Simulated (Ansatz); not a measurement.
# TiSi2: the cost of one run

Method: DFT PBE, scalar-relativistic, plane waves, PAW, in Ansatz 0.2.0.

1 further run of the same task is left out (set aside as unsound or not needed).

## (1) Starting point

Symmetry: Cmcm, No. 63, orthorhombic system. The conventional cell has a = 3.548 Å, b = 13.561 Å, c = 3.579 Å, α = 90.00°, β = 90.00°, γ = 90.00°. Ti (site symmetry m2m) is surrounded by 10 Si at 2.59 to 2.83 Å. Si (site symmetry m2m) has 2 Si at 2.40 Å and 6 Ti at 2.59 to 2.83 Å as nearest neighbours. Si (site symmetry m2m) is surrounded by 4 Si at 2.52 Å and 4 Ti at 2.67 to 2.68 Å.

Coordinates:

```cif
data_structure
_symmetry_space_group_name_H-M 'Cmcm'
_symmetry_Int_Tables_number 63
_cell_length_a 3.5476
_cell_length_b 13.5607
_cell_length_c 3.5792
_cell_angle_alpha 90.000
_cell_angle_beta 90.000
_cell_angle_gamma 90.000
_cell_volume 172.19
loop_
_atom_site_label
_atom_site_type_symbol
_atom_site_symmetry_multiplicity
_atom_site_Wyckoff_symbol
_atom_site_fract_x
_atom_site_fract_y
_atom_site_fract_z
_atom_site_occupancy
Ti1 Ti 4 c 0.50000 0.60318 0.75000 1
Si1 Si 4 c 0.50000 0.94085 0.75000 1
Si2 Si 4 c 0.00000 0.75017 0.75000 1
```

It goes back to an entry of the Materials Project, which need not be the stable form.

This cell was relaxed beforehand with the same method: volume 14.35 Å³/atom, gap on the mesh none (metal).

## (2) The bulk in the cell of the plane

The input, input.yaml:

```yaml
crystal:
  lattice:
    - [3.5476078553, 0.0, 0.0]
    - [0.0, 3.5792221406, 0.0]
    - [1.7738039277, 0.0, 6.780342872]
  atoms:
    - { symbol: Ti, position: [0.8968189482, 0.75, 0.2063621036] }
    - { symbol: Ti, position: [0.1031810518, 0.25, 0.7936378964] }
    - { symbol: Si, position: [0.5591475244, 0.75, 0.8817049512] }
    - { symbol: Si, position: [0.4408524756, 0.25, 0.1182950488] }
    - { symbol: Si, position: [0.2498281362, 0.75, 0.5003437277] }
    - { symbol: Si, position: [0.7501718638, 0.25, 0.4996562723] }
basis:
  ecutwfc: 420
kpoints:
  mp_grid: { grid: [10, 10, 5] }
hamiltonian:
  xc: pbe
scf:
  occupations: { method: gaussian, width: 0.1 }
output:
  forces: true
  stress: true
  eigenvalues: true
```

Started as:

```bash
$ ansatz run input.yaml --threads 1 --pin off --max-ram 2560MiB --backend cpu --events-out ev --progress --plain --runs-dir out
```

Q: Estimate wall time and peak memory on 1 thread of Intel Xeon Platinum 8375C at 2.90GHz (Ice Lake), shared host.

About 17 s, with a peak of 0.58 GiB.
